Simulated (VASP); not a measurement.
Input of a VASP 6.6.1 run:

The input INCAR:

```
SYSTEM = H6C2O
ALGO = Fast ; EDIFF = 1E-6
ENCUT = 520 ; GGA = PE
ISIF = 2 ; ISMEAR = -1
IVDW = 12 ; LASPH = .True.
LCHARG = .False. ; LREAL = Auto
LWAVE = .False. ; NBANDS = 64
NELM = 60 ; PREC = Accurate
SIGMA = 0.02
```

Contents of KPOINTS:

```
k-points
0
Gamma
  1 1 1
  0 0 0
```

Contents of POSCAR:

```
H6C2O
1.0
    7.2936330000      0.0000000000      0.0000000000
    0.0000000000      7.2936330000      0.0000000000
    0.0000000000      0.0000000000      7.2936330000
C O H
8 4 24
Direct
    0.3054444884      0.3003441495      0.7456092183
    0.3655928397      0.4635275726      0.8558560597
    0.9809926000      0.9337184912      0.9319086935
    0.8299567582      0.8676882975      0.7974900848
    0.8906398224      0.4679972244      0.4310746099
    0.8313003958      0.3369377099      0.2725802080
    0.2057548001      0.8653163657      0.4365314241
    0.3377466346      0.8999904437      0.2914459776
    0.2428145206      0.6049797131      0.8279961440
    0.6415458524      0.8862524341      0.8619024291
    0.6813614011      0.1983647930      0.3126836790
    0.3752176727      0.7634192727      0.1543263830
    0.2543177042      0.6837059117      0.9312642959
    0.3721053692      0.4174325744      1.0025867767
    0.5062634767      0.4918810694      0.7962424213
    0.4047091484      0.1734115221      0.7836286800
    0.1563692607      0.2304338592      0.7690131927
    0.2876618552      0.3154532179      0.5897335388
    0.5687014962      0.9653899504      0.7822987529
    0.8486580008      0.9518164679      0.6705848786
    0.8513315655      0.7192300463      0.7654621503
    1.1261603100      0.9114250744      0.8806310929
    0.9563135409      1.0787490953      0.9385446183
    0.9596726350      0.8592562856      1.0677943351
    0.6589720102      0.1583847172      0.1899602023
    0.7656266774      0.4301834216      0.1568902631
    0.9564780679      0.2629279537      0.2478325959
    0.9922764142      0.5607767761      0.3659356044
    0.7673816327      0.5263494887      0.4815158646
    0.9566700162      0.3846916893      0.5408141594
    0.4777591634      0.8211682710      0.0806045492
    0.2948736247      1.0256205652      0.2284595345
    0.4718636104      0.9291254441      0.3517588560
    0.2382351840      0.9615646962      0.5453934959
    0.0587772925      0.8881856271      0.4067657366
    0.2137343626      0.7265377899      0.4900575612
```

Potentials or basis: VASP PAW PBE potentials, release 64 (C, O, H).

Command:

```sh
$ cat potpaw_PBE.64/C/POTCAR potpaw_PBE.64/O/POTCAR potpaw_PBE.64/H/POTCAR > POTCAR
$ mpirun -np 1 vasp_gam > vasp.out
```

Problem. Predict the largest force.

Solution. 4.551 eV/Å.

Problem. What does it give for the band gap on the k mesh?

Solution. 4.49 eV, direct.

Problem. Estimate the pressure.

Solution. -1.5 GPa.

Problem. What does it give for the dispersion energy per atom?

Solution. -0.036 eV.

Stress tensor (GPa, compression positive):
```
-3.91 -0.90 -0.84
-0.90 -0.01  2.22
-0.84  2.22 -0.48
```

A hybrid or GW would open this gap; PBE tends to underestimate it.
